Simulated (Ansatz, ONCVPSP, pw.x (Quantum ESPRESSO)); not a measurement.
# Ru (fcc): variants of one ONCV potential in the solid

```
Element                 : ruthenium
Generator               : ONCVPSP 4.0.1.1 (patched build)
Type                    : optimised norm-conserving Vanderbilt (ONCV)
Functional              : PBE
Relativity              : scalar-relativistic
Frozen core             : [Ar] 3d10
Valence charge          : 16
Reference configuration : 4s2 4p6 4d7 5s1
Partial waves           : 4s+5s: rc 1.65 bohr, ncon 4, nbas 9, qcut 9.4 1/bohr, 3 projectors, debl 3.6 Ha; 4p: rc 1.65 bohr, ncon 3, nbas 7, qcut 8.3 1/bohr, 1 projector; 4d: rc 2.10 bohr, ncon 3, nbas 8, qcut 6.2 1/bohr, 1 projector
Local potential         : polynomial inside 1.15 bohr (lpopt 5, dvloc0 4 Ha)
Core correction         : none
```

Crystal test: fcc Ru in pw.x 7.5, no spin, 15³ k-points, Fermi–Dirac smearing 0.01 Ry, cutoffs set for each file from its atomic test. The reference is all-electron LAPW (Ansatz 0.2.0) with the same functional, mesh and smearing; V0 and B0 come from Birch–Murnaghan fits to the pressures at five volumes. Errors are pseudo minus all-electron; Δ is the rms difference of the E(V) curves that follow from these fits, minima aligned, over ±6 % about the mean V0. Mesh and smearing are coarse, so the numbers serve the comparison and aren't converged zero-temperature values; the lattice is a test structure that the element need not adopt.

All-electron: a0 = 3.812 Å (V0 = 13.85 Å³/atom), B0 = 303.1 GPa.

2 further variants are left out: they gave no file fit for a test, a broken result, the same result as the base, or pressures whose basis-set error rivals the error shown.

```csv
change,cutoffs (Ry),pw.x,a0 (Å),a0 error (%),B0 error (%),Δ (meV/atom),mean pressure error (GPa)
base,75/300,converged,3.807,-0.15,+3.0,4.1,-1.37
"all radii scaled by about 0.92 (s 1.52, p 1.52, d 1.94 bohr); local potential polynomial inside 1.06 bohr (lpopt 5, dvloc0 4 Ha)",80/320,converged,3.802,-0.28,+3.7,7.8,-2.59
"all radii scaled by about 1.06 (s 1.74, p 1.74, d 2.22 bohr); local potential polynomial inside 1.22 bohr (lpopt 5, dvloc0 4 Ha)",70/280,converged,3.815,+0.07,+1.4,2.1,+0.71
"all radii scaled by about 1.20 (s 1.98, p 1.98, d 2.52 bohr); local potential polynomial inside 1.38 bohr (lpopt 5, dvloc0 4 Ha)",65/260,converged,3.815,+0.06,+2.3,1.8,+0.62
```
